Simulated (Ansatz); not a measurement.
# Preparing SnO2 (P4_2/mnm) as a host crystal, part 2 of 2

Aim: the runs on the perfect crystal SnO2 (P4_2/mnm) that a defect calculation needs first.

Ansatz 0.2.0; plane-wave PAW DFT, PBEsol; relaxation of the host's cell and atoms; PAW set soft_1 (the session's first sound run).

So far. Step 3 (Dielectric tensors of the host): The principal values of the electronic dielectric tensor are 4.60, 4.60 and 4.91. The principal values of the static dielectric tensor are 10.42, 13.48 and 13.48.

## 4. Defect free supercell relaxed in its symmetry

This cell, the one that will hold the defects, is built from the relaxed host. Its coarser k-points can move the atoms a little, so it is relaxed from the symmetric sites, as the reference for the test of stability.

This step: plane-wave PAW DFT, PBEsol; relaxation of the defect-free supercell in its symmetry; PAW set soft_1 (Ansatz 0.2.0).

System of this step: SnO2 (P4_2/mnm). The cell holds 96 atoms: 32 Sn and 64 O. Cell: a = 11.498 Å, b = 11.498 Å, c = 13.485 Å, α = 54.1°, β = 54.1°, γ = 71.8°.

Contents of pristine.symmetric/input.yaml:

```yaml
crystal:
  lattice:
    - [0.0, 9.5356236445, 6.4238053132]
    - [9.5356236445, 0.0, 6.4238053132]
    - [9.5356236445, 9.5356236445, 0.0]
  atoms:
    - { symbol: Sn, position: [0.125, 0.125, 0.125] }
    - { symbol: Sn, position: [0.375, 0.375, 0.375] }
    - { symbol: Sn, position: [0.0, 0.0, 0.0] }
    - { symbol: Sn, position: [0.25, 0.25, 0.25] }
    - { symbol: O, position: [0.0281360785, 0.2218639215, 0.375] }
    - { symbol: O, position: [0.2781360785, 0.4718639215, 0.125] }
    - { symbol: O, position: [0.2218639215, 0.0281360785, 0.375] }
    - { symbol: O, position: [0.4718639215, 0.2781360785, 0.125] }
    - { symbol: O, position: [0.0, 0.0, 0.1531360785] }
    - { symbol: O, position: [0.25, 0.25, 0.4031360785] }
    - { symbol: O, position: [0.0, 0.0, 0.3468639215] }
    - { symbol: O, position: [0.25, 0.25, 0.0968639215] }
    - { symbol: Sn, position: [0.125, 0.125, 0.625] }
    - { symbol: Sn, position: [0.375, 0.375, 0.875] }
    - { symbol: Sn, position: [0.0, 0.0, 0.5] }
    - { symbol: Sn, position: [0.25, 0.25, 0.75] }
    - { symbol: O, position: [0.0281360785, 0.2218639215, 0.875] }
    - { symbol: O, position: [0.2781360785, 0.4718639215, 0.625] }
    - { symbol: O, position: [0.2218639215, 0.0281360785, 0.875] }
    - { symbol: O, position: [0.4718639215, 0.2781360785, 0.625] }
    - { symbol: O, position: [0.0, 0.0, 0.6531360785] }
    - { symbol: O, position: [0.25, 0.25, 0.9031360785] }
    - { symbol: O, position: [0.0, 0.0, 0.8468639215] }
    - { symbol: O, position: [0.25, 0.25, 0.5968639215] }
    - { symbol: Sn, position: [0.125, 0.625, 0.125] }
    - { symbol: Sn, position: [0.375, 0.875, 0.375] }
    - { symbol: Sn, position: [0.0, 0.5, 0.0] }
    - { symbol: Sn, position: [0.25, 0.75, 0.25] }
    - { symbol: O, position: [0.0281360785, 0.7218639215, 0.375] }
    - { symbol: O, position: [0.2781360785, 0.9718639215, 0.125] }
[... 60 atom lines left out ...]
    - { symbol: O, position: [0.7218639215, 0.5281360785, 0.875] }
    - { symbol: O, position: [0.9718639215, 0.7781360785, 0.625] }
    - { symbol: O, position: [0.5, 0.5, 0.6531360785] }
    - { symbol: O, position: [0.75, 0.75, 0.9031360785] }
    - { symbol: O, position: [0.5, 0.5, 0.8468639215] }
    - { symbol: O, position: [0.75, 0.75, 0.5968639215] }
basis:
  ecutwfc: 420
  xc_grid: 2
hamiltonian:
  xc: pbesol
  pseudopotentials: { kind: paw, azcp: { folder: soft_1 }, xc_functional: pbe }
kpoints:
  mp_grid: { grid: [1, 1, 1] }
scf:
  occupations: { method: fermi_dirac, width: 0.01 }
  max_iter: 100
  lower_state_search: "off"
output:
  forces: true
relax:
  f_tol: 0.015
  max_steps: 60
  escape_saddle: false
checkpoint:
  write: "../pristine.symmetric.run"
  compress: false
  write_wavefunctions: false
  write_every: 100000
```

The run is started by

```bash
> ansatz run input.yaml --threads 32 --pin off --max-ram 131891MiB --backend cuda --events-out ev --progress --plain --runs-dir out
```

Numbers of over 12 decimals in the logs are rounded to 6 here.

What it wrote:

```text
[...]
device memory: the entry about to start is reckoned to put 3.9 GiB on a device that reports 182.5 GiB free
GPU FFT provider: cuFFT
GPU libraries: cuBLAS 13.8.1, cuFFT 12.4.0, cuSOLVER 12.3.2
GPU matrix products: emulated (plane waves: as basis.precision tells), large ones in fixed point in workspaces of 1.00 GiB
Crystal: 96 atoms, lattice volume = 1168.209 Å³
Basis set: ecut = 420 eV, 22821 PW (Γ), exchange–correlation on 160×160×192 points (8 copies of the dense FFT grid, shifted against one another)
Bands: 512, of which v1, the nominal top of the filled ones, is band 416 counted from 1 (415 counted from 0)
Symmetry: 256 space group operations
[...]
k-points: 1
[...]
GPU buffer pool allocated for 614400 grid points (all kernels)
GPU transforms: local potential and band sums: pruned to the plane-wave sphere, on 80×80×90
[...]
SCF iter   1: F=—  HF=-226299.847935 eV  |Δ(HF+E_count)|=         —  Δρ=6.96e-2  dr2=4.20e1  Hψ=1841
[...]
SCF iter   7: F=-226290.637195 eV  HF=-226290.637194 eV  |Δ(HF+E_count)|=   4.12e-6  Δρ=1.07e-5  dr2=1.67e-6  Hψ=1586
SCF 1 converged in 7 iterations: F = -226290.637195 eV  dr2 = 1.67e-6
[...]
relax step   1: F+E_penalty+E_count = -226290.63719468 eV  Δ(F+E_penalty+E_count) = +0.000e0 eV  max|allowed force component| = 4.111e-2 eV/Å  Δτ_max = 0.0000 Å  (7 SCF iters, dr2 threshold 5.63e-6 eV, accepted)
[...]
SCF iter   5: F=-226290.641685 eV  HF=-226290.641685 eV  |Δ(HF+E_count)|=   4.66e-8  Δρ=2.68e-6  dr2=7.99e-8  Hψ=1556
SCF 2 converged in 5 iterations: F = -226290.641685 eV  dr2 = 7.99e-8
relax step   2: F+E_penalty+E_count = -226290.64168478 eV  Δ(F+E_penalty+E_count) = -4.490e-3 eV  max|allowed force component| = 1.207e-2 eV/Å  Δτ_max = 0.0019 Å  (5 SCF iters, accepted)
SCF converged after 5 iterations
Free energy (F): -226290.641685 eV
[...]
Internal energy: -226290.641685 eV  (E = F + TS)
E sigma→0 (E₀):  -226290.641685 eV
Fermi energy:    9.606391 eV
[...]
--- Forces (eV/Å), atoms counted from 1 ---
  atom   1  Sn     0.00000000    -0.00000000    -0.00000000
  atom   2  Sn     0.00000000    -0.00000000    -0.00000000
  atom   3  Sn    -0.00000000     0.00000000    -0.00000000
  atom   4  Sn    -0.00000000    -0.00000000    -0.00000000
  atom   5  O     -0.01207071     0.01207071    -0.00000000
  atom   6  O     -0.01207071     0.01207071    -0.00000000
  [... 90 more lines of this table ...]
  max |Σ_I F_I| component: 6.42e-17 eV/Å
--- Relaxed structure (2 steps of the walk, 2 accepted, 0 SCFs on fresh bases) ---
  F+E_penalty+E_count = -226290.64168478 eV   max|allowed force component| = 1.207e-2 eV/Å
  atoms:
    - { symbol: Sn, position: [0.125000, 0.125000, 0.125000] }
    - { symbol: Sn, position: [0.375000, 0.375000, 0.375000] }
    - { symbol: Sn, position: [0, 0, 0] }
    - { symbol: Sn, position: [0.250000, 0.250000, 0.250000] }
    - { symbol: O, position: [0.028274, 0.221726, 0.375] }
    - { symbol: O, position: [0.278274, 0.471726, 0.125000] }
  [... 90 more lines of this table ...]
```

Elapsed: 2.6 s, on 1 × NVIDIA GB200 with 32 threads of Arm Neoverse V2, shared host; peak memory 1.4 GiB.

Hardly anything moved in the relaxation; the energy changed by under 0.2 meV an atom.

## 5. Defect free supercell relaxed from displaced atoms

This step: plane-wave PAW DFT, PBEsol; relaxation of the defect-free supercell from random displacements, a test of the host's stability; PAW set soft_1 (Ansatz 0.2.0).

pristine.rattled/input.yaml, as its differences from pristine.symmetric/input.yaml of step 4:

```diff
@@ -59,6 +59,6 @@
   f_tol: 0.015
-  max_steps: 60
-  escape_saddle: false
+  max_steps: 120
+  random_displacement: { amplitude: 0.06, seed: 2542 }
 checkpoint:
-  write: "../pristine.symmetric.run"
+  write: "../pristine.rattled.run"
   compress: false
```

What it wrote:

```text
[...]
GPU FFT provider: cuFFT
GPU libraries: cuBLAS 13.8.1, cuFFT 12.4.0, cuSOLVER 12.3.2
[...]
Crystal: 96 atoms, lattice volume = 1168.209 Å³
Basis set: ecut = 420 eV, 22821 PW (Γ), exchange–correlation on 160×160×192 points (8 copies of the dense FFT grid, shifted against one another)
Bands: 512, of which v1, the nominal top of the filled ones, is band 416 counted from 1 (415 counted from 0)
Symmetry: 1 space group operations
k-points: 1
[...]
GPU buffer pool allocated for 614400 grid points (all kernels)
[...]
SCF iter   1: F=—  HF=-226297.088467 eV  |Δ(HF+E_count)|=         —  Δρ=7.00e-2  dr2=4.27e1  Hψ=1830
[...]
SCF iter   7: F=-226287.678802 eV  HF=-226287.678802 eV  |Δ(HF+E_count)|=   3.85e-6  Δρ=1.11e-5  dr2=1.89e-6  Hψ=1589
SCF 1 converged in 7 iterations: F = -226287.678802 eV  dr2 = 1.89e-6
[...]
relax step   1: F+E_penalty+E_count = -226287.67880239 eV  Δ(F+E_penalty+E_count) = +0.000e0 eV  max|allowed force component| = 2.675e0 eV/Å  Δτ_max = 0.0000 Å  (7 SCF iters, dr2 threshold 5.63e-6 eV, accepted)
[...]
relax step   2: F+E_penalty+E_count = -226290.19033114 eV  Δ(F+E_penalty+E_count) = -2.512e0 eV  max|allowed force component| = 9.720e-1 eV/Å  Δτ_max = 0.1003 Å  (7 SCF iters, dr2 threshold 1.00e-4 eV, accepted)
relax step   3: F+E_penalty+E_count = -226290.64181075 eV  Δ(F+E_penalty+E_count) = -4.515e-1 eV  max|allowed force component| = 8.452e-3 eV/Å  Δτ_max = 0.0712 Å  (6 SCF iters, dr2 threshold 5.90e-5 eV, accepted)
[...]
SCF iter   5: F=-226290.641833 eV  HF=-226290.641833 eV  |Δ(HF+E_count)|=   1.94e-8  Δρ=1.45e-6  dr2=3.36e-8  Hψ=1540
SCF 4 converged in 5 iterations: F = -226290.641833 eV  dr2 = 3.36e-8
relax step   4: F+E_penalty+E_count = -226290.64183336 eV  Δ(F+E_penalty+E_count) = -2.262e-5 eV  max|allowed force component| = 8.067e-3 eV/Å  Δτ_max = 0.0000 Å  (5 SCF iters, accepted)
SCF converged after 5 iterations
Free energy (F): -226290.641833 eV
[...]
Internal energy: -226290.641833 eV  (E = F + TS)
E sigma→0 (E₀):  -226290.641833 eV
Fermi energy:    9.607144 eV
[...]
--- Forces (eV/Å), atoms counted from 1 ---
  atom   1  Sn     0.00292900     0.00344067     0.00185517
  atom   2  Sn     0.00238648     0.00057623    -0.00093435
  atom   3  Sn    -0.00105441     0.00525071    -0.00228228
  atom   4  Sn    -0.00261283    -0.00353770    -0.00122161
  atom   5  O     -0.00247584     0.00717477    -0.00075259
  atom   6  O      0.00074323    -0.00090109     0.00130047
  [... 90 more lines of this table ...]
  max |Σ_I F_I| component: 1.78e-4 eV/Å
--- Relaxed structure (4 steps of the walk, 4 accepted, 0 SCFs on fresh bases) ---
  F+E_penalty+E_count = -226290.64183336 eV   max|allowed force component| = 8.067e-3 eV/Å
  atoms:
    - { symbol: Sn, position: [0.124687, 0.125117, 0.125203] }
    - { symbol: Sn, position: [0.374651, 0.375008, 0.375278] }
    - { symbol: Sn, position: [-0.000380, 0.000107, 0.000245] }
    - { symbol: Sn, position: [0.249749, 0.250037, 0.250238] }
    - { symbol: O, position: [0.028056, 0.221776, 0.375303] }
    - { symbol: O, position: [0.278011, 0.471699, 0.125407] }
  [... 90 more lines of this table ...]
```

It took 2.9 s on 1 × NVIDIA GB200 with 32 threads; peak memory 1.4 GiB.

Step by step:

| step | energy less that of the first step (eV) | largest force component (eV/Å) |
| --- | --- | --- |
| 1 | 0.0000 | 2.6748 |
| 2 | -2.5115 | 0.9720 |
| 3 | -2.9630 | 0.0085 |
| 4 | -2.9630 | 0.0081 |

The relaxation ends 31 meV an atom lower than the displaced start, with a largest force component of 0.0081 eV/Å.

## 6. Host on a dense mesh

This step: plane-wave PAW DFT, PBEsol; single point of the defect-free host, a test of the k-point sampling; PAW set soft_1 (Ansatz 0.2.0).

System of this step: SnO2 (P4_2/mnm). It takes space group P4_2/mnm (No. 136, tetragonal). The conventional cell has a = 4.768 Å, b = 4.768 Å, c = 3.212 Å, α = 90.00°, β = 90.00°, γ = 90.00°. Nearest to Sn lie 6 O at 2.07 Å. Nearest to O lie 3 Sn at 2.07 Å. Farther neighbours and most contacts between anions are not listed.

Contents of dense/input.yaml:

```yaml
crystal:
  lattice:
    - [4.7678118222, 0.0, 0.0]
    - [0.0, 4.7678118222, 0.0]
    - [0.0, 0.0, 3.2119026566]
  atoms:
    - { symbol: Sn, position: [0.5, 0.5, 0.5] }
    - { symbol: Sn, position: [0.0, 0.0, 0.0] }
    - { symbol: O, position: [0.193727843, 0.806272157, 0.5] }
    - { symbol: O, position: [0.806272157, 0.193727843, 0.5] }
    - { symbol: O, position: [0.306272157, 0.306272157, 0.0] }
    - { symbol: O, position: [0.693727843, 0.693727843, 0.0] }
basis:
  ecutwfc: 420
  xc_grid: 2
hamiltonian:
  xc: pbesol
  pseudopotentials: { kind: paw, azcp: { folder: soft_1 }, xc_functional: pbe }
kpoints:
  mp_grid: { grid: [6, 6, 9] }
scf:
  occupations: { method: fermi_dirac, width: 0.01 }
  max_iter: 100
  lower_state_search: "off"
checkpoint:
  write: "../dense.run"
  compress: false
  write_wavefunctions: false
  write_every: 100000
```

What it wrote:

```text
[...]
GPU FFT provider: cuFFT
GPU libraries: cuBLAS 13.8.1, cuFFT 12.4.0, cuSOLVER 12.3.2
[...]
Crystal: 6 atoms, lattice volume = 73.013 Å³
Basis set: ecut = 420 eV, 1435 PW (Γ), exchange–correlation on 64×64×48 points (8 copies of the dense FFT grid, shifted against one another)
Bands: 32, of which v1, the nominal top of the filled ones, is band 26 counted from 1 (25 counted from 0)
Symmetry: 16 space group operations
[...]
k-points: 50 of 324
[...]
GPU buffer pool allocated for 24576 grid points (all kernels)
[...]
SCF iter   1: F=—  HF=-14143.798690 eV  |Δ(HF+E_count)|=         —  Δρ=6.91e-2  dr2=2.56e0  Hψ=7090
[...]
SCF iter   7: F=-14143.237447 eV  HF=-14143.237447 eV  |Δ(HF+E_count)|=   1.52e-7  Δρ=6.85e-6  dr2=2.84e-8  Hψ=3964
SCF 1 converged in 7 iterations: F = -14143.237447 eV  dr2 = 2.84e-8
[...]
SCF converged after 7 iterations
Free energy (F): -14143.237447 eV
[...]
Internal energy: -14143.237447 eV  (E = F + TS)
E sigma→0 (E₀):  -14143.237447 eV
Fermi energy:    9.593027 eV
[...]
```

Elapsed: 1.7 s, on 1 × NVIDIA GB200 with 32 threads; peak memory 1.1 GiB.

## 7. Defect free supercell at the zone centre

The supercell is run at the zone centre, to see how far that sampling misses the dense mesh.

System of this step: SnO2 (P4_2/mnm). The cell holds 96 atoms: 32 Sn and 64 O. Its edges and angles: a = 11.498 Å, b = 11.498 Å, c = 13.485 Å, α = 54.1°, β = 54.1°, γ = 71.8°.

pristine.sampling_gamma/input.yaml, as its differences from pristine.rattled/input.yaml of step 5:

```diff
@@ -55,10 +55,4 @@
   lower_state_search: "off"
-output:
-  forces: true
-relax:
-  f_tol: 0.015
-  max_steps: 120
-  random_displacement: { amplitude: 0.06, seed: 2542 }
 checkpoint:
-  write: "../pristine.rattled.run"
+  write: "../pristine.sampling_gamma.run"
   compress: false
```

What it wrote:

```text
[...]
GPU FFT provider: cuFFT
GPU libraries: cuBLAS 13.8.1, cuFFT 12.4.0, cuSOLVER 12.3.2
[...]
Crystal: 96 atoms, lattice volume = 1168.209 Å³
Basis set: ecut = 420 eV, 22821 PW (Γ), exchange–correlation on 160×160×192 points (8 copies of the dense FFT grid, shifted against one another)
Bands: 512, of which v1, the nominal top of the filled ones, is band 416 counted from 1 (415 counted from 0)
Symmetry: 256 space group operations
[...]
k-points: 1
[...]
GPU buffer pool allocated for 614400 grid points (all kernels)
[...]
SCF iter   1: F=—  HF=-226299.847919 eV  |Δ(HF+E_count)|=         —  Δρ=6.96e-2  dr2=4.20e1  Hψ=1841
[...]
SCF iter   8: F=-226290.637195 eV  HF=-226290.637195 eV  |Δ(HF+E_count)|=   8.86e-7  Δρ=2.07e-6  dr2=4.16e-8  Hψ=1195
SCF 1 converged in 8 iterations: F = -226290.637195 eV  dr2 = 4.16e-8
[...]
SCF converged after 8 iterations
Free energy (F): -226290.637195 eV
[...]
Internal energy: -226290.637195 eV  (E = F + TS)
E sigma→0 (E₀):  -226290.637195 eV
Fermi energy:    9.604492 eV
[...]
```

Wall time 1.6 s (1 × NVIDIA GB200 with 32 threads); peak memory 1.3 GiB; 3.5 s of CPU time.

## 8. Defect free supercell at the quarter point

The supercell is run at one point off the zone centre, to see how far that sampling misses the dense mesh.

pristine.sampling_quarter/input.yaml, as its differences from pristine.sampling_gamma/input.yaml of step 7:

```diff
@@ -50,3 +50,3 @@
 kpoints:
-  mp_grid: { grid: [1, 1, 1] }
+  mp_grid: { grid: [1, 1, 1], shift: [0.25, 0.25, 0.25] }
 scf:
@@ -56,3 +56,3 @@
 checkpoint:
-  write: "../pristine.sampling_gamma.run"
+  write: "../pristine.sampling_quarter.run"
   compress: false
```

What it wrote:

```text
[...]
GPU FFT provider: cuFFT
GPU libraries: cuBLAS 13.8.1, cuFFT 12.4.0, cuSOLVER 12.3.2
[...]
Crystal: 96 atoms, lattice volume = 1168.209 Å³
Basis set: ecut = 420 eV, 22821 PW (Γ), exchange–correlation on 160×160×192 points (8 copies of the dense FFT grid, shifted against one another)
Bands: 512, of which v1, the nominal top of the filled ones, is band 416 counted from 1 (415 counted from 0)
Symmetry: 64 space group operations
k-points: 1
[...]
GPU buffer pool allocated for 614400 grid points (all kernels)
[...]
SCF iter   1: F=—  HF=-226300.407573 eV  |Δ(HF+E_count)|=         —  Δρ=6.93e-2  dr2=4.13e1  Hψ=1848
[...]
SCF iter   8: F=-226291.351340 eV  HF=-226291.351340 eV  |Δ(HF+E_count)|=   2.63e-8  Δρ=2.05e-6  dr2=4.11e-8  Hψ=1313
SCF 1 converged in 8 iterations: F = -226291.351340 eV  dr2 = 4.11e-8
[...]
SCF converged after 8 iterations
Free energy (F): -226291.351340 eV
[...]
Internal energy: -226291.351340 eV  (E = F + TS)
E sigma→0 (E₀):  -226291.351340 eV
Fermi energy:    9.817058 eV
[...]
```

The job ended after 2 s (1 × NVIDIA GB200 with 32 threads; peak memory 1.5 GiB; 3.7 s of CPU time).

## 9. Results

* primitive cell vectors, lengths: 4.768, 4.768, 3.212 Å
* electronic dielectric constant: principal values (4.60, 4.60, 4.91)
* static dielectric constant: principal values (10.42, 13.48, 13.48)
* gap on the k-mesh of the response run (PBEsol): 0.92 eV
* supercell relaxed in its symmetry less the displaced and relaxed one: 0.000 eV
* energy an atom at the zone centre alone less that on the dense mesh: 0.012 eV
* energy an atom at one point at (¼, ¼, ¼) less that on the dense mesh: 0.005 eV

**Reading.** Step 5: The energy fell by 2.963 eV from the randomly displaced start; against the sites as typed, O69 ends farthest off, by 0.01 Å, once the mean shift is taken out. The displaced cell ends within 0.01 eV of the symmetric one relaxed in its symmetry, so no lower structure shows in this supercell. The k-mesh can miss the band edges, so this gap is an upper bound at this level. All at zero temperature.

[Logs are printed without paths, hosts, clocks, repeated set-up lines and the standing remarks that a program may print on its own settings, such as how far it seeks lower states.]

[Hosts, paths, dates, database ids (printed as entryN), source tags and the programs' standing remarks are cut or masked in the printed files.]

[Runs of the host that timed out are not shown.]

[For some hosts the program warned that the k-mesh of the response run may be too coarse for force constants and the static dielectric constant; such warnings are not always shown.]

[The program warned that the k-mesh of a response run behind this text may be too coarse: force constants, and the static dielectric constant and all else formed from them, are not shown converged.]
